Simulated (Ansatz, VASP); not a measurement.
Fe in VASP and in Ansatz

File INCAR:

```
PREC = Accurate ; ENCUT = 520
EDIFF = 1E-8 ; ISMEAR = -1
SIGMA = 0.03 ; LREAL = F
LASPH = T ; NELM = 150
ALGO = Normal ; ISIF = 2
LWAVE = F ; LCHARG = F
ISPIN = 2 ; MAGMOM = 3
LORBIT = 11 ; LMAXMIX = 4
GGA = PE ; LEFG = T
NBANDS = 14
```

Contents of KPOINTS:

```
Automatic mesh
0
Gamma
  17 17 17
```

File POSCAR:

```
Fe
1.0
    0.0000000000      1.7907809749      1.7907809749
    1.7907809749      0.0000000000      1.7907809749
    1.7907809749      1.7907809749      0.0000000000
Fe
1
Direct
    0.0000000000      0.0000000000      0.0000000000
```

Input for Ansatz:

```yaml
crystal:
  lattice:
    - [0.0, 1.7907809749, 1.7907809749]
    - [1.7907809749, 0.0, 1.7907809749]
    - [1.7907809749, 1.7907809749, 0.0]
  atoms:
    - { symbol: Fe, position: [0.0, 0.0, 0.0], spin: 3.0 }
magnetization:
  spin_polarized: true
kpoints:
  mp_grid: { grid: [17, 17, 17] }
scf:
  occupations: { method: fermi_dirac, width: 0.03 }
hamiltonian:
  xc: pbe
  pseudopotentials: { kind: all_electron, datasets: crystal }
output:
  forces: true
  stress: true
  eigenvalues: true
  efg: { contact_densities: true }
```

Change from the starting cell: volume scaled by 0.9405, crystal datasets.

Alike in both runs: task electric field gradients; functional PBE; k mesh 17 × 17 × 17; occupations fermi-dirac, width 0.03 eV; collinear spin.

```csv
,VASP,Ansatz
version,VASP 6.6.1,Ansatz 0.2.0
potentials or method,"VASP PAW PBE potentials, release 64 (Fe)","all-electron PAW with datasets made for the crystal, scalar-relativistic"
plane-wave cutoff (eV),520,see its input
```

```tsv
	VASP	Ansatz	Ansatz less VASP
pressure (GPa)	-12.5	7.4	+19.90
net moment per atom (μB)	1.50	2.48	+0.981
size of the moment on the site where the two differ most (μB)	1.49	2.52	+1.026
Vzz of the field gradient on the site that differs most (V/Å²)	0.0	0.0	0.00
```

The net moments differ so much that the two runs ended in different magnetic states, which moves the other rows too. Site moments also hang on the region over which each program counts them. Ansatz ran all-electron here, so the differences hold the error of VASP's frozen core and of both bases.
